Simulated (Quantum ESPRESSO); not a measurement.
NiO:

```xyz
2
Lattice="2.5046 0.0000 0.0000 0.0000 2.5046 0.0000 0.0000 0.0000 2.5046" Properties=species:S:1:pos:R:3 pbc="T T T"
Ni    0.0000    0.0000    0.0000
O     1.2523    1.2523    1.2523
```

Measurements of this composition are mostly on another form, of space group No. 225.

Program: Quantum ESPRESSO 7.5. Alike in all runs: task single point; potentials or basis PseudoDojo 0.4 SR PBEsol stringent; spin collinear, ferromagnetic start; Ni d U = 6 eV; cell as given; k mesh 7 × 7 × 7; cutoff (eV) 1415; smearing gaussian 0.05 eV.

Order these runs on this cell by their pressure, lowest first.
A. level RPBE+U
B. level LDA+U; form of the LDA correlation PZ81
C. level PW91+U
D. level PBEsol+U
E. level revPBE+U

B (15.9 GPa), D (22.1 GPa), C (36.5 GPa), E (42.0 GPa), A (43.9 GPa).

Caveats: a cell with one magnetic atom can't hold antiferromagnetic order, which such compounds often take; the potentials were made for another functional, which shifts forces and pressure (some runs); a pressure of tens of GPa on the cell as given is suspect, and the run, the potentials or the cell itself is likely at fault (some runs).

Runs at the PBE level aren't shown here.
